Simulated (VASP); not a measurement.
P: vibrations by finite differences with PBEsol+D3(BJ)

The system is P.

```
P
1.0
     1.66869    0.96342    2.71567
    -1.66869    0.96342    2.71567
     0.00000   -1.92684    2.71567
P
2
Cartesian
  0.0000 0.0000 1.9881
  0.0000 0.0000 6.1589
```

This isn't the form of P at room conditions, which is orthorhombic.

* Program: VASP 6.6.1
* Task: vibrations by finite differences
* Functional: PBEsol
* Dispersion: D3(BJ)
* Potentials or basis: VASP PAW PBE potentials, release 64 (P)
* Cutoff: 350 eV
* k mesh: 12 × 12 × 12
* Occupations: gaussian, width 0.02 eV
* Spin: no spin polarisation
* Further INCAR settings: ALGO = Normal; EDIFF = 1e-08; NBANDS = 12; IBRION = 6; POTIM = 0.015; NSW = 1

```yaml
Highest_phonon_frequency_at_Γ: 247 cm⁻¹
Dispersion_energy_per_atom: -0.433 eV
```

Phonon frequencies in cm⁻¹ (negative: imaginary):
| q point | frequencies |
| --- | --- |
| (0.000, 0.000, 0.000) | 0 0 0 212 212 247 |

Run time: 78 s on 1 thread of Intel(R) Xeon(R) 6975P-C (Granite Rapids), with other jobs on the host, peak memory 0.3 GiB.
